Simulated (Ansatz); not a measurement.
Pressure coefficients of Fe

```yaml
crystal:
  lattice:
    - [2.36784, 0.00000, 0.00000]
    - [0.00000, 2.36784, 0.00000]
    - [0.00000, 0.00000, 2.36784]
  atoms:
    - { symbol: Fe, position: [0.00000, 0.00000, 0.00000] }
```

The structure comes from a relaxation in the same program, started in the sc type, and has space group Pm-3m. Whether it is a known phase or the ground state wasn't checked.

The magnetic state is the one reached from the start moments; no search over orders was made, so it needn't be the ground state.

Theory: DFT, PBE, all-electron LAPW, scalar-relativistic (Ansatz 0.2.0).

Sampling and basis: a Γ-centred 18×18×18 k mesh, Fermi–Dirac smearing of 0.03 eV, basis error target 0.5 meV/atom, spin-polarised from start moments Fe 3 μB.

The cell is scaled evenly with fractional coordinates held.

| V/V(cell) | P (GPa) | cell moment (μB) |
| --- | --- | --- |
| 0.9800 | 2.94 | 2.333 |
| 1.0000 | -0.13 | 2.350 |
| 1.0200 | -2.72 | 2.376 |
| 1.0600 | -6.26 | 2.491 |

Problem. From the rows at 0.9800 and 1.0200, what is the bulk modulus at the cell's volume?

Solution. B = −ΔP/Δln V = −[(-2.72) − (2.94)]/0.04001 = 141.5 GPa.

In a magnetic metal the moment, and with it the modulus, depend on the k mesh by some per cent, and the slopes vary along the table.

Problem. How does the moment scale with volume?

Solution. dln M/dln V = ln(2.376/2.333)/0.04001 = 0.5: expansion raises it.

Problem. Predict the row at V/V(cell) = 0.9405. How far is a linear estimate of P off?

Solution. P = 10.07 GPa, moment 2.301 μB. The linear estimate P(cell) − B ln(V/V(cell)) = 8.55 GPa misses by 1.52 GPa, since the modulus grows under compression.
